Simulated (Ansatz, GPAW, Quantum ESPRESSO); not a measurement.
TiC: 3 runs at one level of theory

```
CELL_PARAMETERS angstrom
0.00000 2.16572 2.16572
2.16572 0.00000 2.16572
2.16572 2.16572 0.00000
ATOMIC_POSITIONS crystal
Ti 0.00000 0.00000 0.00000
C 0.50000 0.50000 0.50000
```

The cell is a database's computed one, not the measured one.

Alike in all runs: task band structure; functional PBE; k mesh 11 × 11 × 11; occupations fermi-dirac, width 0.05 eV; no spin polarisation; no spin-orbit coupling. Pressure is positive in compression and, in plane waves, holds the error of the finite cutoff.

```json
{"program and potentials": "Ansatz, all-electron LAPW, scalar-relativistic", "plane-wave cutoff (eV)": "-", "notes": "-", "pressure (GPa)": "0.26"}
{"program and potentials": "Quantum ESPRESSO, PseudoDojo 0.4.1 SR PBE standard", "plane-wave cutoff (eV)": "1143", "notes": "-", "pressure (GPa)": "0.33"}
{"program and potentials": "GPAW, GPAW PAW data sets (gpaw-data 1.2.1)", "plane-wave cutoff (eV)": "800", "notes": "-", "pressure (GPa)": "0.94"}
```

The pressure spans 0.26 (Ansatz, all-electron LAPW, scalar-relativistic) to 0.94 GPa (GPAW, GPAW PAW data sets (gpaw-data 1.2.1)), with all-electron results at 0.26.

The functional is the same throughout but for its coding, so the spread measures potentials, basis and numerics; runs on potential files found faulty are left out.
